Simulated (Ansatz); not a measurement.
# Ta (P-1) in Ansatz: notebook

One crystal, Ta, is run at these levels: r2SCAN; tasks: relaxation of cell and atoms.

Everything below comes from runs of Ansatz 0.2.0. Logs are shortened: lines on timing, memory, paths and dates and some standing lists are left out, and cuts for length are marked.

**1. The cell of the first run**

The typed cell holds 1 atom: a = 2.878 Å, b = 2.876 Å, c = 2.867 Å, α = 107.90°, β = 109.43°, γ = 112.18°.

**2. Relaxation of cell and atoms, r2SCAN (cell sheared at random, sigma 0.03, atoms nudged by 0.01 Å)**

Input file input.yaml:

```yaml
crystal:
  lattice:
    - [-1.71384034, 1.6638007, 1.605951]
    - [1.69320357, -1.68230212, 1.60381565]
    - [1.68622365, 1.65468543, -1.62445243]
  atoms:
    - { symbol: Ta, position: [0.0, 0.0, 0.0] }
hamiltonian:
  xc: r2scan
  pseudopotentials: { kind: paw }
kpoints:
  mp_grid: { grid: [11, 11, 11] }
scf:
  occupations: { method: fermi_dirac, width: 0.05 }
output:
  forces: true
  stress: true
  eigenvalues: true
  write_density: true
  write_potential: true
  elf: true
  volumetric_format: npy
relax:
  f_tol: 0.01
  max_steps: 40
  cell: { stress_tol: 0.05 }
```

Potentials or basis: Ansatz PAW.

On the command line:

```sh
$ ansatz run input.yaml --threads 2 --pin off --max-ram 5632MiB --backend cpu --events-out ev --progress --plain --runs-dir out
```

The log of the run:

```text
Warning: RAYON_NUM_THREADS=2 ignored (pool sized by the plan → 2); use --threads N
Engine: ansatz 0.2.0, aarch64-unknown-linux-gnu
Pseudopotentials: kind: paw
Pseudopotential: Ta, paw, valence charge 13, recommended cutoff 500 eV (meta_gga), Ta.paw.azcp
Functional definition: r2SCAN
  parameter k0 = 0.174
  parameter k1 = 0.065
  parameter a1 = 4.9479
  exchange = r2scan_x(k0 = k0, k1 = k1, a1 = a1)
  correlation = r2scan_c
Crystal: 1 atoms, lattice volume = 17.996 Å³
Basis set: ecut = 500 eV, 449 PW (Γ), exchange–correlation on 96×96×96 points (64 copies of the dense FFT grid, shifted against one another)
Bands: 11, of which v1, the nominal top of the filled ones, is band 7 counted from 1 (6 counted from 0)
Symmetry: 2 space group operations
Space group: P-1 (ITA 2), of the structure as read, at distance tolerance 2.6e-5 Å
k-points: 666 of 1331
Non-local potential: Ta, projectors of the file, l = 0: 3, l = 1: 2, l = 2: 2, l = 3: 1
PAW form: soft (Blöchl's): semilocal exchange-correlation on the pseudo side does not see the compensation charge
PAW frozen core: Ta, regenerated for the run's functional (the file was generated under x = pbe(κ = 0.804, μ = 0.2195149727645171), c = pbe(β = 0.06672455060314922))
PAW one-centre angular grid: Ta, 590 points (default); XC on 160 Gauss nodes
Initial density: superposition of atomic densities (neutral atoms: chi_scale 0, normalization atom), corrected by the library's trained network
Initial wavefunctions: pseudopotential atomic-orbital guess
Functional: x = r2scan, c = r2scan; τ floored in thin density (d = 2e-4 eV/Å³)
SCF iter   1: F=—  HF=-9944.296077 eV  |F-HF|=—  |Δ(HF+E_count)|=         —  Δρ=6.14e-3  dr2=1.79e-3  dr2_τ=1.53e-2  ethr=1.77e-3  ⟨swp⟩=6.0  Hψ=44515  notcnv=0
preconditioner: auto → none  [metal: Δε(μ)=0.004 eV  Ē_g=8.764 eV  σ=0.050 eV  W_gap=0.02  n_scr=0 (ndim 8)  ℏωp=19.6 eV  f_vac=0.000  D(μ)=1.18/eV (n_scr^D=12)]
SCF iter   2: F=—  HF=-9944.313145 eV  |F-HF|=—  |Δ(HF+E_count)|=   1.71e-2  Δρ=3.46e-3  dr2=5.96e-4  dr2_τ=2.20e-4  ethr=1.38e-5  ⟨swp⟩=2.1  Hψ=19230  notcnv=0  defer=69
SCF iter   3: F=—  HF=-9944.313891 eV  |F-HF|=—  |Δ(HF+E_count)|=   7.46e-4  Δρ=4.42e-4  dr2=1.32e-5  dr2_τ=1.35e-5  ethr=4.58e-6  ⟨swp⟩=2.8  Hψ=11548  notcnv=0  defer=69
SCF iter   4: F=—  HF=-9944.313893 eV  |F-HF|=—  |Δ(HF+E_count)|=   2.78e-6  Δρ=1.03e-4  dr2=7.50e-7  dr2_τ=4.78e-7  ethr=1.02e-7  ⟨swp⟩=2.9  Hψ=11923  notcnv=0  defer=69
SCF iter   5: F=—  HF=-9944.313894 eV  |F-HF|=—  |Δ(HF+E_count)|=   3.97e-7  Δρ=4.62e-5  dr2=1.45e-7  dr2_τ=4.64e-8  ethr=5.77e-9  ⟨swp⟩=1.9  Hψ=8815  notcnv=0  defer=69
SCF iter   6: F=-9944.313894 eV  HF=-9944.313894 eV  |F-HF|=2.32e-9  |Δ(HF+E_count)|=   6.77e-8  Δρ=7.23e-6  dr2=4.15e-9  dr2_τ=2.33e-9  ethr=7.69e-10  ⟨swp⟩=9.3  Hψ=45139  notcnv=0
SCF 1 converged in 6 iterations: F = -9944.313894 eV  dr2 = 4.15e-9
relax step   1: F+E_penalty+E_count = -9944.31389375 eV  Δ(F+E_penalty+E_count) = +0.000e0 eV  max|allowed force component| = 0.000e0 eV/Å  Δτ_max = 0.0000 Å  P = +0.481 GPa  Ω = 17.996 Å³  (6 SCF iters, dr2 threshold 1.00e-7 eV, accepted)
Crystal: 1 atoms, lattice volume = 18.114 Å³
Basis set: ecut = 500 eV, 453 PW (Γ), exchange–correlation on 96×96×96 points (64 copies of the dense FFT grid, shifted against one another)
Initial density: handed on by an earlier stage of this run
Initial wavefunctions: those handed on with the density
iter 1 solved again at ethr=4.26e-5 eV; its pass at ethr=3.10e-3 eV (dr2=5.54e-3 eV) is discarded
SCF iter   1: F=—  HF=-9944.285235 eV  |F-HF|=—  |Δ(HF+E_count)|=         —  Δρ=6.61e-3  dr2=5.75e-3  dr2_τ=3.56e-2  ethr=4.26e-5  ⟨swp⟩=1.3  Hψ=55315  notcnv=0
preconditioner: auto → none  [metal: Δε(μ)=0.013 eV  Ē_g=8.704 eV  σ=0.050 eV  W_gap=0.07  n_scr=0 (ndim 8)  ℏωp=19.5 eV  f_vac=0.000  D(μ)=1.11/eV (n_scr^D=12)]
SCF iter   2: F=—  HF=-9944.322502 eV  |F-HF|=—  |Δ(HF+E_count)|=   3.73e-2  Δρ=3.26e-3  dr2=8.31e-4  dr2_τ=1.13e-4  ethr=4.26e-5  ⟨swp⟩=2.0  Hψ=14002  notcnv=0
SCF iter   3: F=—  HF=-9944.323038 eV  |F-HF|=—  |Δ(HF+E_count)|=   5.36e-4  Δρ=1.77e-3  dr2=2.34e-4  dr2_τ=1.08e-5  ethr=6.39e-6  ⟨swp⟩=1.0  Hψ=7326  notcnv=0
SCF iter   4: F=—  HF=-9944.323243 eV  |F-HF|=—  |Δ(HF+E_count)|=   2.06e-4  Δρ=6.04e-5  dr2=4.48e-7  dr2_τ=1.18e-7  ethr=1.80e-6  ⟨swp⟩=3.0  Hψ=11809  notcnv=0
SCF iter   5: F=—  HF=-9944.323244 eV  |F-HF|=—  |Δ(HF+E_count)|=   4.18e-7  Δρ=1.46e-5  dr2=2.46e-8  dr2_τ=8.87e-9  ethr=7.69e-10  ⟨swp⟩=10.7  Hψ=53458  notcnv=0
SCF iter   6: F=-9944.323244 eV  HF=-9944.323244 eV  |F-HF|=9.31e-10  |Δ(HF+E_count)|=   6.01e-9  Δρ=4.08e-6  dr2=1.56e-9  dr2_τ=1.63e-10  ethr=1.89e-10  ⟨swp⟩=5.9  Hψ=38794  notcnv=0
SCF 2 converged in 6 iterations: F = -9944.323244 eV  dr2 = 1.56e-9
relax step   2: F+E_penalty+E_count = -9944.32324380 eV  Δ(F+E_penalty+E_count) = -9.350e-3 eV  max|allowed force component| = 0.000e0 eV/Å  Δτ_max = 0.0000 Å  P = -1.027 GPa  Ω = 18.114 Å³  energy of the carried Pulay correction = -3.485e-5 eV  (6 SCF iters, dr2 threshold 1.00e-7 eV, accepted)
Crystal: 1 atoms, lattice volume = 17.925 Å³
Basis set: ecut = 500 eV, 459 PW (Γ), exchange–correlation on 96×96×96 points (64 copies of the dense FFT grid, shifted against one another)
iter 1 solved again at ethr=1.61e-6 eV; its pass at ethr=3.10e-3 eV (dr2=2.10e-4 eV) is discarded
SCF iter   1: F=—  HF=-9944.320766 eV  |F-HF|=—  |Δ(HF+E_count)|=         —  Δρ=1.38e-3  dr2=2.45e-4  dr2_τ=2.84e-3  ethr=1.61e-6  ⟨swp⟩=3.0  Hψ=56988  notcnv=0
preconditioner: auto → none  [metal: Δε(μ)=0.003 eV  Ē_g=8.802 eV  σ=0.050 eV  W_gap=0.01  n_scr=0 (ndim 8)  ℏωp=19.6 eV  f_vac=0.000  D(μ)=1.16/eV (n_scr^D=12)]
SCF iter   2: F=—  HF=-9944.324413 eV  |F-HF|=—  |Δ(HF+E_count)|=   3.65e-3  Δρ=6.63e-4  dr2=3.35e-5  dr2_τ=6.97e-6  ethr=1.61e-6  ⟨swp⟩=2.0  Hψ=12686  notcnv=0
SCF iter   3: F=—  HF=-9944.324441 eV  |F-HF|=—  |Δ(HF+E_count)|=   2.78e-5  Δρ=3.76e-4  dr2=1.03e-5  dr2_τ=6.49e-7  ethr=2.58e-7  ⟨swp⟩=1.0  Hψ=7390  notcnv=0
SCF iter   4: F=-9944.324451 eV  HF=-9944.324451 eV  |F-HF|=2.71e-9  |Δ(HF+E_count)|=   1.07e-5  Δρ=1.88e-5  dr2=4.77e-8  dr2_τ=5.20e-9  ethr=7.69e-10  ⟨swp⟩=8.3  Hψ=55829  notcnv=0
SCF 3 converged in 4 iterations: F = -9944.324451 eV  dr2 = 4.77e-8
relax step   3: F+E_penalty+E_count = -9944.32445118 eV  Δ(F+E_penalty+E_count) = -1.207e-3 eV  max|allowed force component| = 0.000e0 eV/Å  Δτ_max = 0.0000 Å  P = +1.014 GPa  Ω = 17.925 Å³  energy of the carried Pulay correction = +3.490e-5 eV  (4 SCF iters, dr2 threshold 1.00e-7 eV, accepted)
Crystal: 1 atoms, lattice volume = 18.022 Å³
iter 1 solved again at ethr=1.66e-7 eV; its pass at ethr=3.10e-3 eV (dr2=2.16e-5 eV) is discarded
SCF iter   1: F=—  HF=-9944.324140 eV  |F-HF|=—  |Δ(HF+E_count)|=         —  Δρ=3.97e-4  dr2=2.23e-5  dr2_τ=4.26e-4  ethr=1.66e-7  ⟨swp⟩=3.2  Hψ=55215  notcnv=0
preconditioner: auto → none  [metal: Δε(μ)=0.020 eV  Ē_g=8.753 eV  σ=0.050 eV  W_gap=0.10  n_scr=0 (ndim 8)  ℏωp=19.6 eV  f_vac=0.000  D(μ)=1.22/eV (n_scr^D=12)]
SCF iter   2: F=—  HF=-9944.324742 eV  |F-HF|=—  |Δ(HF+E_count)|=   6.02e-4  Δρ=1.77e-4  dr2=2.35e-6  dr2_τ=6.96e-7  ethr=1.66e-7  ⟨swp⟩=2.0  Hψ=11748  notcnv=0
SCF iter   3: F=—  HF=-9944.324745 eV  |F-HF|=—  |Δ(HF+E_count)|=   3.13e-6  Δρ=1.02e-4  dr2=7.55e-7  dr2_τ=7.31e-8  ethr=1.81e-8  ⟨swp⟩=2.0  Hψ=9905  notcnv=0
SCF iter   4: F=-9944.324746 eV  HF=-9944.324746 eV  |F-HF|=1.66e-9  |Δ(HF+E_count)|=   1.06e-6  Δρ=3.05e-6  dr2=1.11e-9  dr2_τ=8.24e-10  ethr=7.69e-10  ⟨swp⟩=7.3  Hψ=46171  notcnv=0
SCF 4 converged in 4 iterations: F = -9944.324746 eV  dr2 = 1.11e-9
relax step   4: F+E_penalty+E_count = -9944.32474602 eV  Δ(F+E_penalty+E_count) = -2.948e-4 eV  max|allowed force component| = 0.000e0 eV/Å  Δτ_max = 0.0000 Å  P = -0.074 GPa  Ω = 18.022 Å³  energy of the carried Pulay correction = -2.399e-6 eV  (4 SCF iters, dr2 threshold 1.00e-7 eV, accepted)
Crystal: 1 atoms, lattice volume = 18.016 Å³
iter 1 solved again at ethr=3.86e-9 eV; its pass at ethr=3.10e-3 eV (dr2=5.02e-7 eV) is discarded
SCF iter   1: F=—  HF=-9944.324745 eV  |F-HF|=—  |Δ(HF+E_count)|=         —  Δρ=7.69e-5  dr2=7.68e-7  dr2_τ=6.68e-6  ethr=3.86e-9  ⟨swp⟩=3.8  Hψ=55001  notcnv=0
preconditioner: auto → none  [metal: Δε(μ)=0.027 eV  Ē_g=8.758 eV  σ=0.050 eV  W_gap=0.13  n_scr=0 (ndim 8)  ℏωp=19.6 eV  f_vac=0.000  D(μ)=1.21/eV (n_scr^D=12)]
SCF iter   2: F=—  HF=-9944.324754 eV  |F-HF|=—  |Δ(HF+E_count)|=   8.24e-6  Δρ=3.83e-5  dr2=1.17e-7  dr2_τ=1.98e-8  ethr=3.86e-9  ⟨swp⟩=2.0  Hψ=11111  notcnv=0
SCF iter   3: F=-9944.324754 eV  HF=-9944.324754 eV  |F-HF|=2.92e-8  |Δ(HF+E_count)|=   8.39e-8  Δρ=2.17e-5  dr2=3.57e-8  dr2_τ=1.87e-9  ethr=3.59e-10  ⟨swp⟩=8.7  Hψ=43158  notcnv=0
SCF 5 converged in 3 iterations: F = -9944.324754 eV  dr2 = 3.57e-8
relax step   5: F+E_penalty+E_count = -9944.32475362 eV  Δ(F+E_penalty+E_count) = -7.596e-6 eV  max|allowed force component| = 0.000e0 eV/Å  Δτ_max = 0.0000 Å  P = +0.001 GPa  Ω = 18.016 Å³  energy of the carried Pulay correction = +1.090e-7 eV  (3 SCF iters, dr2 threshold 4.67e-8 eV, accepted)
Initial wavefunctions: pseudopotential atomic-orbital guess (no wavefunctions were taken with the density)
iter 1 solved again at ethr=2.72e-8 eV; its pass at ethr=3.10e-3 eV (dr2=3.53e-6 eV) is discarded
SCF iter   1: F=—  HF=-9944.324767 eV  |F-HF|=—  |Δ(HF+E_count)|=         —  Δρ=1.08e-4  dr2=2.11e-7  dr2_τ=1.72e-6  ethr=2.72e-8  ⟨swp⟩=3.4  Hψ=66286  notcnv=0
preconditioner: auto → none  [metal: Δε(μ)=0.028 eV  Ē_g=8.758 eV  σ=0.050 eV  W_gap=0.14  n_scr=0 (ndim 8)  ℏωp=19.6 eV  f_vac=0.000  D(μ)=1.21/eV (n_scr^D=12)]
SCF iter   2: F=—  HF=-9944.324769 eV  |F-HF|=—  |Δ(HF+E_count)|=   1.70e-6  Δρ=5.39e-5  dr2=5.67e-8  dr2_τ=8.96e-8  ethr=1.62e-9  ⟨swp⟩=2.2  Hψ=10866  notcnv=0
SCF iter   3: F=—  HF=-9944.324769 eV  |F-HF|=—  |Δ(HF+E_count)|=   4.10e-7  Δρ=2.80e-6  dr2=1.21e-9  dr2_τ=2.21e-10  ethr=4.36e-10  ⟨swp⟩=2.8  Hψ=11192  notcnv=0
SCF iter   4: F=—  HF=-9944.324769 eV  |F-HF|=—  |Δ(HF+E_count)|=  1.33e-10  Δρ=1.00e-6  dr2=1.28e-10  dr2_τ=9.67e-12  ethr=9.30e-12  ⟨swp⟩=2.0  Hψ=11278  notcnv=0
SCF iter   5: F=-9944.324769 eV  HF=-9944.324769 eV  |F-HF|=1.09e-11  |Δ(HF+E_count)|=  1.22e-10  Δρ=1.22e-7  dr2=9.95e-13  dr2_τ=4.95e-13  ethr=1.00e-12  ⟨swp⟩=4.0  Hψ=33248  notcnv=0
SCF 6 converged in 5 iterations: F = -9944.324769 eV  dr2 = 9.95e-13
relax step   6: F+E_penalty+E_count = -9944.32476914 eV  Δ(F+E_penalty+E_count) = -1.553e-5 eV  max|allowed force component| = 0.000e0 eV/Å  Δτ_max = 0.0000 Å  P = +0.001 GPa  Ω = 18.016 Å³  stress off target by 1.17e-2 GPa  SCF on the basis re-selected at this cell (its energy is not comparable with the rows above)  (5 SCF iters)
basis re-selected at this cell: Δ(F+E_penalty+E_count) = -1.553e-5 eV, ΔP = +0.001 GPa vs the last step (what re-selecting the basis moved, of the pressure what is left beyond the Pulay correction that the steps carried, after the strain that the cell walked since its last selection, with what the two solves' SCF thresholds leave and, on support functions, any second-order correction that the steps lacked; it is no measure of the basis error at this ecutwfc). This SCF's stress stands 1.17e-2 GPa from its target on what of the cell is left free (relax.cell.stress_tol is 5.00e-2 GPa) and its largest allowed force component is 0.00e0 eV/Å (relax.f_tol is 1.00e-2 eV/Å): within both
SCF converged after 5 iterations
Free energy (F): -9944.324769 eV
Harris-Foulkes:  -9944.324769 eV  (|F-HF|=1.09e-11)
Internal energy: -9944.314893 eV  (E = F + TS)
E sigma→0 (E₀):  -9944.319831 eV
Entropy (-TS):   -0.009876 eV (-9.876 meV/atom)
Fermi energy:    18.453164 eV
--- Per-component energies (eV) ---
  E_band       = -116.494666
  E_kinetic    = 366.976357
  E_local      = -547.775984  (includes V_loc(G=0)·N_el)
  E_nonlocal   = 15.044668
  E_hartree    = 190.310299
  E_xc         = -204.416361
  E_vxc        = -222.084969  (∫ρ·V_xc dr)
  E_paw        = -8423.014690  (= ΣΔE_a)
  E_vpaw       = -120.503425  (= ΣTr[D̂ρ^β])
  E_aug_tail   = 0.000085  (compensation charges beyond the density's cutoff)
  E_vtau       = 11.227993  (kinetic-family band-sum trace: ∫τ·v_τ [+ j·A + Jᵃ·Aᵃ] dr)
  E_ewald      = -1340.682987
  E_core_change = -0.756280  (= ΣΔE_core)
  E_smearing   = -0.009876  (= −TS)
  E_closure    = 0.000000  (closes the sum)
  Σ components = -9944.324769   (vs F -9944.324769, Δ=0.00e0)
--- Forces (eV/Å), atoms counted from 1 ---
  atom   1  Ta     0.00000000     0.00000000     0.00000000
  max |Σ_I F_I| component: 0.00e0 eV/Å
--- Stress (GPa, compression-positive) ---
        0.006383       0.001450       0.001690
        0.001450       0.009228       0.001548
        0.001690       0.001548      -0.011414
  P = ⅓ Tr σ = 0.0014 GPa (0.014 kbar)
--- Band table (eV; the first three rows and the last of 666) ---
  k-point 0: bands = ["-50.4187", "-15.6843", "-15.6842", "-15.6842", "10.1863", "19.3216", "19.3223", "19.3258", "22.8035", "22.8088", "33.7561"]
  k-point 1: bands = ["-50.4087", "-15.7902", "-15.7167", "-15.6848", "10.5653", "19.0741", "19.2353", "19.6948", "22.4374", "22.8033", "34.0877"]
  k-point 2: bands = ["-50.3818", "-16.0673", "-15.8027", "-15.6866", "11.5941", "18.4746", "18.8170", "20.7813", "22.0597", "22.8553", "34.5351"]
  k-point 665: bands = ["-50.3082", "-16.6976", "-16.0393", "-15.7828", "14.5036", "17.0651", "17.9105", "22.8514", "23.4945", "25.8853", "32.0177"]
--- Relaxed structure (5 steps of the walk, 5 accepted, 1 SCFs on fresh bases) ---
  F+E_penalty+E_count = -9944.32476914 eV   max|allowed force component| = 0.000e0 eV/Å   (the final SCF, on the basis selected at the relaxed cell)
  cell:  # Å, volume = 18.0155 Å³
    - [-1.6513465318052998, 1.6512475270931894, 1.6517526239937907]
    - [1.6513161827896914, -1.6512752805305464, 1.6517495899037589]
    - [1.6513170369414896, 1.6512464084011953, -1.6517870681031563]
  atoms:
    - { symbol: Ta, position: [0.0, 0.0, 0.0] }
```

Run time: 1.8 min. Hardware: 2 threads of Arm Neoverse N1, shared host; peak memory 0.53 GiB.

Results:

| Quantity | Value |
| --- | --- |
| Free energy | -9944.3248 eV |
| Relaxed volume | 18.02 Å³/atom |
| Relaxed cell | a = 2.860 Å, b = 2.860 Å, c = 2.860 Å, α = 109.48°, β = 109.48°, γ = 109.46° |
| Space group after relaxing (to 0.05 Å) | Im-3m (No. 229) |
| Energy gained by relaxing | 10.9 meV/atom |
| Ionic steps | 6 |
| Pressure after relaxing | 0.0 GPa |
| Band gap on the k mesh | none (metal or under the smearing width) |

Step by step:
| step | energy change (eV) | largest force (eV/Å) | volume (Å³) |
| --- | --- | --- | --- |
| 1 | 0.0000 | 0.0000 | 18.00 |
| 2 | -0.0093 | 0.0000 | 18.11 |
| 3 | -0.0106 | 0.0000 | 17.93 |
| 4 | -0.0109 | 0.0000 | 18.02 |
| 5 | -0.0109 | 0.0000 | 18.02 |
| 6 | -0.0109 | 0.0000 | 18.02 |

Final structure:
```yaml
crystal:
  lattice:
    - [-1.65135, 1.65125, 1.65175]
    - [1.65132, -1.65128, 1.65175]
    - [1.65132, 1.65125, -1.65179]
  atoms:
    - { symbol: Ta, position: [0.00000, 0.00000, 0.00000] }
```

Levels at points of the mesh, in eV from the Fermi level:
```tsv
k point	band 5	band 6	band 7	band 8	band 9	band 10
(0.00, 0.00, 0.00)	-8.27	0.87	0.87	0.87	4.35	4.36
```

Caveat: the plane-wave basis is chosen anew once the cell has moved, so the energies of steps on either side of that aren't comparable; the PAW data sets come from PBE, with cores solved anew for the run's functional, which leaves a small shift of forces and pressure. Spin-orbit coupling is left out, which matters for the levels of Ta.

(Continued in part 2 of 2.)
